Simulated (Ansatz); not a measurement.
# What TaInSe3 (model cell, started as cubic perovskite with Ta in the octahedra) distorts into

Aim: this structure of TaInSe3 (model cell, started as cubic perovskite with Ta in the octahedra) is to be tested for unstable modes, and one is followed downhill.

Program: Ansatz 0.2.0. Level of theory: DFT PBEsol, scalar-relativistic, plane waves, PAW. Results are calculated unless marked as measured.

The structure was built from a prototype and need not be the compound's stable phase.

### 1. The structure

Symmetry: Pm-3m, No. 221, cubic system. The conventional cell has a = 5.019 Å, b = 5.019 Å, c = 5.019 Å, α = 90.00°, β = 90.00°, γ = 90.00°. In has 12 Se at 3.55 Å nearest. Nearest to Ta lie 6 Se at 2.51 Å. Nearest to Se lie 2 Ta at 2.51 Å. Farther neighbours and most contacts between anions are not listed.

### 2. Response at finite wavevector

The cell comes from relaxations at this level that are not shown. Stability and thermal properties need the whole zone. Linear response on a 2×2×2 q mesh gives force constants as far as a supercell of that size would.

Contents of input.yaml:

```yaml
crystal:
  lattice:
    - [5.019252156, 0.0, 0.0]
    - [0.0, 5.019252156, 0.0]
    - [0.0, 0.0, 5.019252156]
  atoms:
    - { symbol: In, position: [0.0, 0.0, 0.0] }
    - { symbol: Ta, position: [0.5, 0.5, 0.5] }
    - { symbol: Se, position: [0.5, 0.5, 0.0] }
    - { symbol: Se, position: [0.5, 0.0, 0.5] }
    - { symbol: Se, position: [0.0, 0.5, 0.5] }
kpoints:
  mp_grid: { grid: [6, 6, 6] }
hamiltonian:
  xc: pbesol
scf:
  occupations: { method: methfessel_paxton, width: 0.15 }
output:
  eigenvalues: true
phonons:
  method: dfpt
  qmesh: [2, 2, 2]
  temperatures: { t_max: 1000, t_step: 50 }
  qpath:
    path:
      - [[0.0, 0.0, 0.0], [0.0, 0.5, 0.0], [0.5, 0.5, 0.0], [0.0, 0.0, 0.0], [0.5, 0.5, 0.5], [0.0, 0.5, 0.0]]
      - [[0.5, 0.5, 0.5], [0.5, 0.5, 0.0]]
    npoints: 10
```

Launch:

```bash
> ansatz run input.yaml --threads 8 --pin off --max-ram 14336MiB --backend cpu --events-out ev --progress --plain --runs-dir out
```

Numbers of over 12 decimals in the logs are rounded to 6 here.

The program printed:

```text
Engine: ansatz 0.2.0, aarch64-unknown-linux-gnu
Pseudopotentials: kind: paw
Pseudopotential: In, paw, valence charge 13, recommended cutoff 420 eV (normal), In.paw.azcp
Pseudopotential: Ta, paw, valence charge 13, recommended cutoff 420 eV (normal), Ta.paw.azcp
Pseudopotential: Se, paw, valence charge 16, recommended cutoff 420 eV (normal), Se.paw.azcp
Functional definition: PBEsol
  exchange = pbesol_x
  correlation = pbesol_c
Crystal: 5 atoms, lattice volume = 126.449 Å³
Basis set: ecut = 420 eV, 2517 PW (Γ), exchange–correlation on 72×72×72 points (8 copies of the dense FFT grid, shifted against one another)
Bands: 45, of which v1, the nominal top of the filled ones, is band 37 counted from 1 (36 counted from 0)
Symmetry: 48 space group operations
k-points: 20 of 216
Non-local potential: In, projectors of the file, l = 0: 2, l = 1: 2, l = 2: 2, l = 3: 2
Non-local potential: Ta, projectors of the file, l = 0: 3, l = 1: 2, l = 2: 2, l = 3: 1
Non-local potential: Se, projectors of the file, l = 0: 2, l = 1: 2, l = 2: 3, l = 3: 1
PAW form: soft (Blöchl's): semilocal exchange-correlation on the pseudo side does not see the compensation charge
PAW frozen core: In, regenerated for the run's functional, and the local potential with it (the file was generated under x = pbe(κ = 0.804, μ = 0.219515), c = pbe(β = 0.066725))
PAW frozen core: Ta, regenerated for the run's functional, and the local potential with it (the file was generated under x = pbe(κ = 0.804, μ = 0.219515), c = pbe(β = 0.066725))
PAW frozen core: Se, regenerated for the run's functional, and the local potential with it (the file was generated under x = pbe(κ = 0.804, μ = 0.219515), c = pbe(β = 0.066725))
PAW one-centre angular grid: In, 590 points (default); XC on 64 Gauss nodes
PAW one-centre angular grid: Ta, 590 points (default); XC on 64 Gauss nodes
PAW one-centre angular grid: Se, 590 points (default); XC on 64 Gauss nodes
Initial density: superposition of atomic densities (neutral atoms: chi_scale 0, normalization atom), corrected by the library's trained network
Initial wavefunctions: pseudopotential atomic-orbital guess
Functional: x = pbesol(κ = 0.804, μ = 0.123457), c = pbesol(β = 0.046)
SCF iter   1: F=—  HF=-31606.297952 eV  |F-HF|=—  |Δ(HF+E_count)|=         —  Δρ=3.77e-3  dr2=3.73e-2  ethr=1.77e-3  ⟨swp⟩=6.8  Hψ=3266  notcnv=0
preconditioner: auto → Resta (q_TF=auto, 2.495 Å⁻¹)  ε∞=4.5  [insulator: Δε(μ)=0.297 eV  Ē_g=10.562 eV  σ=0.150 eV  W_gap=0.93  n_scr=26 (ndim 8)  ℏωp=19.8 eV  f_vac=0.021  D(μ)=0.21/eV (n_scr^D=0)  ε∞_Penn≈4.5]
SCF iter   2: F=—  HF=-31606.290966 eV  |F-HF|=—  |Δ(HF+E_count)|=   6.99e-3  S|Δr|=    0.00e0  Δρ=1.81e-3  dr2=6.84e-3  ethr=5.05e-5  ⟨swp⟩=2.3  Hψ=1320  notcnv=0
SCF iter   3: F=—  HF=-31606.289206 eV  |F-HF|=—  |Δ(HF+E_count)|=   1.76e-3  S|Δr|=    0.00e0  Δρ=6.51e-4  dr2=1.32e-3  ethr=9.24e-6  ⟨swp⟩=2.0  Hψ=1073  notcnv=0  defer=3
SCF iter   4: F=—  HF=-31606.288929 eV  |F-HF|=—  |Δ(HF+E_count)|=   2.77e-4  S|Δr|=    0.00e0  Δρ=2.26e-4  dr2=1.07e-4  ethr=1.78e-6  ⟨swp⟩=2.0  Hψ=1063  notcnv=0  defer=3
SCF iter   5: F=—  HF=-31606.288914 eV  |F-HF|=—  |Δ(HF+E_count)|=   1.54e-5  S|Δr|=    0.00e0  Δρ=1.08e-4  dr2=1.38e-5  ethr=1.45e-7  ⟨swp⟩=2.0  Hψ=1576  notcnv=0  defer=3
SCF iter   6: F=—  HF=-31606.288919 eV  |F-HF|=—  |Δ(HF+E_count)|=   5.32e-6  S|Δr|=    0.00e0  Δρ=2.18e-5  dr2=5.23e-7  ethr=1.87e-8  ⟨swp⟩=2.9  Hψ=1648  notcnv=0  defer=3
SCF iter   7: F=—  HF=-31606.288916 eV  |F-HF|=—  |Δ(HF+E_count)|=   3.29e-6  S|Δr|=    0.00e0  Δρ=4.89e-6  dr2=2.47e-8  ethr=7.07e-10  ⟨swp⟩=2.0  Hψ=1212  notcnv=0  defer=3
SCF iter   8: F=—  HF=-31606.288916 eV  |F-HF|=—  |Δ(HF+E_count)|=   2.53e-8  S|Δr|=    0.00e0  Δρ=9.75e-7  dr2=1.35e-9  ethr=3.34e-11  ⟨swp⟩=2.0  Hψ=1224  notcnv=0  defer=3
SCF iter   9: F=—  HF=-31606.288916 eV  |F-HF|=—  |Δ(HF+E_count)|=  9.97e-10  S|Δr|=    0.00e0  Δρ=2.42e-7  dr2=9.58e-11  ethr=1.82e-12  ⟨swp⟩=2.0  Hψ=1585  notcnv=0  defer=3
SCF iter  10: F=—  HF=-31606.288916 eV  |F-HF|=—  |Δ(HF+E_count)|=  3.64e-11  S|Δr|=    0.00e0  Δρ=7.79e-8  dr2=1.07e-11  ethr=1.00e-12  ⟨swp⟩=10.3  Hψ=4478  notcnv=0
SCF iter  11: F=-31606.288916 eV  HF=-31606.288916 eV  |F-HF|=7.28e-12  |Δ(HF+E_count)|=    0.00e0  S|Δr|=    0.00e0  Δρ=1.58e-8  dr2=3.93e-13  ethr=1.00e-12  ⟨swp⟩=5.0  Hψ=3396  notcnv=0
SCF 1 converged in 11 iterations: F = -31606.288916 eV  dr2 = 3.93e-13
  greatest PAW one-centre occupation: 1.000 electrons in one spin orbital (limit 2), on the Se atom at site 3 (counted from 0), in its partial waves of l = 2
Initial density: read from a saved state, or passed on in memory by an earlier SCF of this step, an earlier step, the calling program or the single point that the run made first
iter 1 solved again at ethr=1.98e-7 eV; its pass at ethr=3.10e-3 eV (dr2=1.47e-4 eV) is discarded
SCF iter   1: F=—  HF=-31606.288915 eV  |F-HF|=—  |Δ(HF+E_count)|=         —  Δρ=4.59e-7  dr2=1.20e-10  ethr=1.98e-7  ⟨swp⟩=3.0  Hψ=5322  notcnv=0
eigensolver tolerance schedule: the retry pair's looser diagonalisation over-reported the residual by 1226704.17 of it (diagonalisation noise at an unbounded share of the residual, at the tolerance the schedule requests for it); recorded, not acted on — ethr = c·dr2/N_el stays at c = 1.0e-1
preconditioner: auto → Resta (q_TF=auto, 2.495 Å⁻¹)  ε∞=4.5  [insulator: Δε(μ)=0.296 eV  Ē_g=10.537 eV  σ=0.150 eV  W_gap=1.04  n_scr=26 (ndim 8)  ℏωp=19.8 eV  f_vac=0.020  D(μ)=-0.09/eV (n_scr^D=0)  ε∞_Penn≈4.5]
SCF iter   2: F=—  HF=-31606.288916 eV  |F-HF|=—  |Δ(HF+E_count)|=   7.84e-7  S|Δr|=    0.00e0  Δρ=2.30e-7  dr2=5.73e-11  ethr=1.00e-12  ⟨swp⟩=3.9  Hψ=2457  notcnv=0
SCF iter   3: F=—  HF=-31606.288916 eV  |F-HF|=—  |Δ(HF+E_count)|=  2.18e-11  S|Δr|=    0.00e0  Δρ=1.46e-7  dr2=1.27e-11  ethr=1.00e-12  ⟨swp⟩=1.0  Hψ=900  notcnv=0
SCF iter   4: F=-31606.288916 eV  HF=-31606.288916 eV  |F-HF|=7.28e-12  |Δ(HF+E_count)|=  7.28e-12  S|Δr|=    0.00e0  Δρ=1.01e-7  dr2=5.72e-12  ethr=1.00e-12  ⟨swp⟩=3.1  Hψ=1975  notcnv=0
SCF 2 converged in 4 iterations: F = -31606.288916 eV  dr2 = 5.72e-12
phonons: the bands overlap, so this run is a metal and interpolates without the dipole-dipole term. If the crystal is really an insulator or semiconductor, its LO-TO splitting is missing
NSCF: frozen V_eff on 20 k-points
NSCF: frozen V_eff on 64 k-points
DFPT response loops at q = (0, 0, 0) (fractional): preconditioner auto → Kerker (q_TF=auto, 2.495 Å⁻¹) (partly filled bands, converged f_vac=0.020); β = 1.00, the filter's whole step (`scf.mixing.beta` (0.50) is not read by the response loops under this deck's `scf.mixing.preconditioner`; to damp them name `kerker` or `kerker_dos`, under which they read `scf.mixing.beta`, and type it under 1.00, their step now; both keys bind the ground state too); Broyden in place of MSR1
NSCF: frozen V_eff on 128 k-points
DFPT response loops at q = (0, 0, -0.5) (fractional): mixed as the last ones told, above
NSCF: frozen V_eff on 128 k-points
DFPT response loops at q = (0, -0.5, -0.5) (fractional): mixed as the last ones told, above
NSCF: frozen V_eff on 128 k-points
DFPT response loops at q = (-0.5, -0.5, -0.5) (fractional): mixed as the last ones told, above
SCF converged after 11 iterations
Stability not checked: this state was not tested for a lower state beside it, because cold or Methfessel-Paxton smearing, or corrected tetrahedra, fill the levels in a way that the test cannot read (fill_not_monotonic; see scf.lower_state_search)
Free energy (F): -31606.288916 eV
Harris-Foulkes:  -31606.288916 eV  (|F-HF|=7.28e-12)
Internal energy: -31606.296040 eV  (E = F + TS)
E sigma→0 (E₀):  -31606.290697 eV
Entropy (-TS):   0.007124 eV (1.425 meV/atom)
Fermi energy:    9.195485 eV
Step filling:    the computed levels leave a gap of 0.2962 eV = 2.0 smearing widths at the electron count; against every level under it full and every level over it empty, smearing changes F+E_penalty+E_count by +1.807 meV and its σ→0 estimate by +0.026 meV
--- Per-component energies (eV) ---
  E_band       = -1374.841015
  E_kinetic    = 961.016578
  E_local      = -9597.017786  (includes V_loc(G=0)·N_el)
  E_nonlocal   = -1395.210894
  E_hartree    = 4503.994050
  E_xc         = -740.930590
  E_vxc        = -598.025795  (∫ρ·V_xc dr)
  E_paw        = -17953.431845  (= ΣΔE_a)
  E_vpaw       = 246.410396  (= ΣTr[D̂ρ^β])
  E_aug_tail   = -0.001649  (compensation charges beyond the density's cutoff)
  E_ewald      = -7388.188805
  E_core_change = 3.474900  (= ΣΔE_core)
  E_smearing   = 0.007124  (= −TS)
  E_closure    = -0.000000  (closes the sum)
  Σ components = -31606.288916   (vs F -31606.288916, Δ=0.00e0)
--- Band table (eV; the first three rows and the last of 20) ---
  k-point 0: bands = [... 33 lower, 7.8725, 8.3767, 8.3767, 8.3767, 8.3920, 8.3920, 8.3920, 10.7157, ... 4 higher]
  k-point 1: bands = [... 33 lower, 7.7335, 7.8138, 8.2466, 8.2466, 8.3873, 9.4599, 9.4599, 10.7262, ... 4 higher]
  k-point 2: bands = [... 33 lower, 7.4860, 8.3093, 8.3280, 8.3280, 8.4088, 10.5404, 10.5404, 10.7417, ... 4 higher]
  k-point 19: bands = [... 33 lower, 5.4114, 9.3707, 9.3707, 9.3707, 10.8226, 10.8226, 10.8226, 14.7938, ... 4 higher]
--- Phonons (Γ-DFPT): 4 representative perturbations + reference (Σ response iterations 12) ---
  ASR residual: 1.017e-4 → 0.000e0 eV/Å²; symmetrization residual: 4.311e-5 eV/Å²
  ASR residual per site (eV/Å²): 2.45e-5 1.02e-4 2.84e-5 2.84e-5 2.84e-5
  Γ frequencies (cm⁻¹): -31.20 -31.20 -31.20 0.00 0.00 0.00 51.57 51.57 51.57 59.30 59.30 59.30 225.01 225.01 225.01
--- Phonons (arbitrary-q DFPT): 4 irreducible q on the 2×2×2 mesh ---
  q = [0.0000, 0.0000, 0.0000] (star 1, of the zone-centre solve; hermiticity 7.22e-6, symmetrization 9.32e-12): -31.20 -31.20 -31.20 -0.00 -0.00 0.00 51.57 51.57 51.57 59.30 59.30 59.30 225.01 225.01 225.01
  q = [0.0000, 0.0000, -0.5000] (star 3, 9 solved perturbations in 504 linear systems a pass and spin channel, the states on 64 of 216 k-point pairs; hermiticity 1.26e-6, symmetrization 2.68e-12): -19.84 -19.84 18.37 18.37 40.68 49.09 49.09 74.61 79.43 79.43 83.27 145.46 223.57 223.57 267.16
  q = [0.0000, -0.5000, -0.5000] (star 3, 9 solved perturbations in 504 linear systems a pass and spin channel, the states on 64 of 216 k-point pairs; hermiticity 7.27e-6, symmetrization 3.57e-13): -71.42 -26.86 -26.86 -8.76 -5.91 75.00 75.00 75.59 75.59 121.57 147.30 147.30 160.75 220.59 283.25
  q = [-0.5000, -0.5000, -0.5000] (star 1, 4 solved perturbations in 184 linear systems a pass and spin channel, the states on 64 of 216 k-point pairs; hermiticity 6.93e-8, symmetrization 7.64e-12): -70.01 -70.01 -70.01 -19.91 -19.91 -19.91 106.80 106.80 116.57 116.57 116.57 146.69 146.69 146.69 299.46
  sum rule: each row above includes the acoustic sum rule's correction from the zone centre's row sums; it moved no ω² by more than (0.39 cm⁻¹)²
  mesh force constants: q→R imaginary residual 4.34e-18; ASR residual 1.017e-4 → 0.000e0 eV/Å²; symmetrization residual 1.421e-14 eV/Å²
  interpolated dispersion: 62 rows × 15 modes
  density of states and harmonic sums: on the 12×12×12 q-mesh, interpolated from the force constants of a 2×2×2 supercell (no non-analytic term)
  largest difference from the sums on the solved wave vectors: F 9.50e-2 eV, S 1.23e-4 and C_V 2.81e-5 eV/K
  zero-point energy: 0.082107 eV/cell   skipped modes (ω ≤ 0): 326, of them read as no rigid motion or as one in doubt: 323 (3.802e0 modes/cell left out, lowest -71.42 cm⁻¹)   left out of the sums: 2.54e-1 of the cell's modes: C_V's classical limit lies that fraction below 3 k_B per atom; for a crystal, a wire or a layer, F and S can be off by more, and a phonons.interpolated_qmesh denser along its periods is the remedy for the sampling
```

Wall time 6.8 min (8 threads of Arm Neoverse N1, shared host); peak memory 1.5 GiB; 30 min of CPU time.

Numbers from this step:

| Quantity | Value |
| --- | --- |
| volume per atom | 25.29 Å³ |
| gap on the k-mesh | 0 eV |
| sum-rule residual before enforcement | 1.02e-4 eV/Å² |
| lowest frequency on the path | -71.42 cm⁻¹ |
| point group | m-3m |
| highest frequency on the path or at a solved wavevector | 299.5 cm⁻¹ |
| highest optical mode at the zone centre (no LO-TO term) | 225.0 cm⁻¹ |
| lowest optical zone-centre mode | -31.2 cm⁻¹ |
| lowest mode on the q mesh (acoustic modes at Γ apart) | -71.42 cm⁻¹ |

Frequencies (cm⁻¹) solved at each irreducible wavevector; negative means imaginary. Frequencies by wavevector, by row:

| q in reciprocal lattice units | star | mode 1 | mode 2 | mode 3 | mode 4 | mode 13 | mode 14 | mode 15 |
| --- | --- | --- | --- | --- | --- | --- | --- | --- |
| 0 0 0 | 1 | -31.2 | -31.2 | -31.2 | 0 | 225 | 225 | 225 |
| 0 0 -0.5 | 3 | -19.8 | -19.8 | 18.4 | 18.4 | 223.6 | 223.6 | 267.2 |
| 0 -0.5 -0.5 | 3 | -71.4 | -26.9 | -26.9 | -8.8 | 160.8 | 220.6 | 283.2 |
| -0.5 -0.5 -0.5 | 1 | -70 | -70 | -70 | -19.9 | 146.7 | 146.7 | 299.5 |

Interpolated from a 2×2×2 q mesh. The phonon branches at the labelled points (cm⁻¹):

| point | branch 1 | branch 2 | branch 3 | branch 4 | branch 12 | branch 13 | branch 14 | branch 15 |
| --- | --- | --- | --- | --- | --- | --- | --- | --- |
| Γ | -31 | -31 | -31 | 0 | 59 | 225 | 225 | 225 |
| halfway | -25 | -25 | 18 | 18 | 108 | 224 | 224 | 245 |
| X | -20 | -20 | 18 | 18 | 146 | 224 | 224 | 267 |
| halfway | -39 | -23 | -15 | 6 | 146 | 196 | 222 | 276 |
| M | -71 | -27 | -27 | -9 | 147 | 161 | 221 | 283 |
| halfway | -21 | -18 | -14 | -7 | 110 | 209 | 223 | 262 |
| Γ | -31 | -31 | -31 | 0 | 59 | 225 | 225 | 225 |
| halfway | -22 | -21 | -21 | -17 | 111 | 200 | 200 | 278 |
| R | -70 | -70 | -70 | -20 | 147 | 147 | 147 | 300 |
| halfway | -41 | -37 | -21 | -21 | 147 | 178 | 191 | 288 |
| X | -20 | -20 | 18 | 18 | 146 | 224 | 224 | 267 |
| jump to R | -70 | -70 | -70 | -20 | 147 | 147 | 147 | 300 |
| halfway | -71 | -40 | -40 | -22 | 147 | 147 | 174 | 295 |
| M | -71 | -27 | -27 | -9 | 147 | 161 | 221 | 283 |

Symmetry leaves 4 wavevectors to solve. The lowest mode among them, the acoustic zeros apart, lies at q = (0, -0.5, -0.5) and is imaginary, 71.4i cm⁻¹, so the energy falls along it.

### 3. The mode frozen in, largest atomic shift 0 Å

The mode followed lies at q = (-0.5, -0.5, -0.5) with frequency 70.0i cm⁻¹ and is 3-fold degenerate, one of the unstable modes though not the softest. At small amplitude the distorted cell has space group no. 167 by a symmetry search on the positions. The undistorted cell that holds it gives the zero of energy on the same k mesh.

System of this step: TaInSe3 (model cell, started as cubic perovskite with Ta in the octahedra). Symmetry: Pm-3m, No. 221, cubic system. Conventional cell: a = 5.019 Å, b = 5.019 Å, c = 5.019 Å, α = 90.00°, β = 90.00°, γ = 90.00°. Nearest to In lie 12 Se at 3.55 Å. Nearest to Ta lie 6 Se at 2.51 Å. Se has 2 Ta at 2.51 Å nearest. Farther neighbours and most contacts between anions are not listed.

Contents of input.yaml:

```yaml
crystal:
  lattice:
    - [5.019252156, 5.019252156, 0.0]
    - [5.019252156, 0.0, 5.019252156]
    - [5.019252156, 0.0, -5.019252156]
  atoms:
    - { symbol: In, position: [0.0, 0.0, 0.0] }
    - { symbol: In, position: [0.0, 0.5, 0.5] }
    - { symbol: Ta, position: [0.5, 0.25, 0.75] }
    - { symbol: Ta, position: [0.5, 0.75, 0.25] }
    - { symbol: Se, position: [0.5, 0.0, 1.0] }
    - { symbol: Se, position: [0.5, 0.5, 0.5] }
    - { symbol: Se, position: [0.0, 0.5, 0.0] }
    - { symbol: Se, position: [0.0, 0.0, 0.5] }
    - { symbol: Se, position: [0.5, 0.5, 0.0] }
    - { symbol: Se, position: [0.5, 0.0, 0.5] }
kpoints:
  mp_grid: { grid: [6, 6, 6] }
hamiltonian:
  xc: pbesol
scf:
  occupations: { method: methfessel_paxton, width: 0.15 }
output:
  forces: true
  stress: true
  eigenvalues: true
```

The program printed:

```text
[...]
Crystal: 10 atoms, lattice volume = 252.899 Å³
Basis set: ecut = 420 eV, 4957 PW (Γ), exchange–correlation on 96×96×96 points (8 copies of the dense FFT grid, shifted against one another)
Bands: 89, of which v1, the nominal top of the filled ones, is band 74 counted from 1 (73 counted from 0)
Symmetry: 96 space group operations
[...]
k-points: 16 of 216
[...]
k-point 0: bands = [... 70 lower, 8.3869, 8.4325, 8.4325, 8.4325, 9.3489, 9.3489, 9.3489, 10.7781, ... 11 higher]
  k-point 1: bands = [... 70 lower, 8.1098, 9.0569, 9.0569, 9.0779, 9.1146, 9.1146, 9.2163, 10.6512, ... 11 higher]
  k-point 2: bands = [... 70 lower, 8.1576, 8.5871, 8.5871, 8.8875, 9.7276, 9.7276, 9.8526, 10.2592, ... 11 higher]
  k-point 15: bands = [... 70 lower, 7.6746, 7.8136, 8.5777, 8.9422, 9.5897, 10.7006, 10.9943, 11.0572, ... 11 higher]
[key lines of the parts left out:]
SCF converged after 6 iterations
Free energy (F): -63212.522144 eV
Fermi energy:    9.120846 eV
P = ⅓ Tr σ = -0.0376 GPa (-0.376 kbar)
```

Elapsed: 7.5 s, on 8 threads; peak memory 1.3 GiB.

Numbers from this step:

* pressure: -0.03760 GPa
* energy from the undistorted cell: 0 meV/atom

The run ends at a pressure of -0.04 GPa.

### 4. The mode frozen in, largest atomic shift 0.6 Å

The atoms are moved along the unstable eigenvector, the largest shift by 0.6 Å, with the cell fixed.

input.yaml, the sections that differ from step 3:

```yaml
crystal:
  lattice:
    - [5.019252156, 5.019252156, 0.0]
    - [5.019252156, 0.0, 5.019252156]
    - [5.019252156, 0.0, -5.019252156]
  atoms:
    - { symbol: In, position: [0.0, 0.0, 0.0] }
    - { symbol: In, position: [0.0, 0.5, 0.5] }
    - { symbol: Ta, position: [0.5, 0.25, 0.75] }
    - { symbol: Ta, position: [0.5, 0.75, 0.25] }
    - { symbol: Se, position: [0.584527347, 0.0, 1.0] }
    - { symbol: Se, position: [0.415472653, 0.5, 0.5] }
    - { symbol: Se, position: [0.0, 0.415472653, 0.0] }
    - { symbol: Se, position: [0.0, 0.084527347, 0.5] }
    - { symbol: Se, position: [0.415472653, 0.584527347, 0.0] }
    - { symbol: Se, position: [0.584527347, -0.084527347, 0.5] }
# kpoints, hamiltonian, scf, output: as in step 3
```

The program printed:

```text
[...]
Crystal: 10 atoms, lattice volume = 252.899 Å³
Basis set: ecut = 420 eV, 4957 PW (Γ), exchange–correlation on 96×96×96 points (8 copies of the dense FFT grid, shifted against one another)
Bands: 89, of which v1, the nominal top of the filled ones, is band 74 counted from 1 (73 counted from 0)
Symmetry: 12 space group operations
[...]
k-points: 32 of 216
[...]
k-point 0: bands = [... 70 lower, 8.3285, 8.4713, 8.6387, 8.8926, 8.8926, 8.9950, 9.5082, 10.2823, ... 11 higher]
  k-point 1: bands = [... 70 lower, 8.4117, 8.4117, 8.5675, 9.0379, 9.3296, 9.3296, 10.0941, 10.4105, ... 11 higher]
  k-point 2: bands = [... 70 lower, 8.2169, 8.2169, 8.6775, 9.0614, 9.8964, 9.8964, 10.4485, 10.4817, ... 11 higher]
  k-point 31: bands = [... 70 lower, 7.9082, 7.9082, 8.4127, 8.4127, 9.9731, 9.9731, 10.4889, 10.4889, ... 11 higher]
[key lines of the parts left out:]
SCF converged after 7 iterations
Free energy (F): -63213.477397 eV
Fermi energy:    9.257627 eV
P = ⅓ Tr σ = -4.3064 GPa (-43.064 kbar)
```

Elapsed: 13 s, on 8 threads; peak memory 1.5 GiB.

This step gave:

- pressure: -4.306 GPa
- energy from the undistorted cell: -96.01 meV/atom

The energy, extrapolated to zero smearing, is -96.01 meV/atom against the undistorted cell.

The run ends at a pressure of -4.31 GPa, with forces up to 0.16 eV/Å.

[end of part 1 of 3]

[Logs are printed without paths, hosts, clocks, repeated set-up lines and the standing remarks that a program may print on its own settings, such as how far it seeks lower states.]

[Hosts, paths, dates, database ids (printed as entryN), source tags and the programs' standing remarks are cut or masked in the printed files.]
